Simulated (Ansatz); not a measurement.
Wires are cut from relaxed bulk Au (Fm-3m, 17.97 Å³/atom, gap on the mesh 0.00 eV); atoms and period are relaxed, and energies count from that bulk.

All numbers below come from Ansatz 0.2.0, DFT PBE, scalar-relativistic, plane waves, PAW.

Settings: cutoff 420 eV, Γ-centred mesh 1×1×13 on the computed 4-atom cell, Gaussian smearing of 0.05 eV; no spin polarisation.

Start ([001] wire, 4 host atoms a period):

```
Au
1.0
    11.10000    0.00000    0.00000
     0.00000   13.50000    0.00000
     0.00000    0.00000    4.15811
Au
4
Direct
  0.59365 0.50000 0.00000
  0.40635 0.50000 0.50000
  0.40635 0.34600 0.00000
  0.40635 0.65400 0.00000
```

Give the relaxed structure and its energy.

The free energy falls by 556 meV/atom. It ends far from its start (an atom moved by over half a bond, or the period changed much).

* excess energy (eV per host atom): 0.742
* line energy (eV/Å): 1.094
* period (Å): 2.713
* gap on the mesh (eV): 0

Relaxed structure:
```
CELL_PARAMETERS angstrom
11.10000 0.00000 0.00000
0.00000 13.50000 0.00000
0.00000 0.00000 2.71344
ATOMIC_POSITIONS crystal
Au 0.63257 0.50000 0.00000
Au 0.40990 0.50000 0.50000
Au 0.38512 0.32259 0.00000
Au 0.38512 0.67741 0.00000
```

Spin-orbit coupling is left out, which matters for the bands of heavy elements.

Each run keeps its start's symmetry and one magnetic start, so lower states can exist.

It took 53 s on 4 threads of Intel(R) Xeon(R) Platinum 8488C (Sapphire Rapids) (shared host), peak memory 1.1 GiB.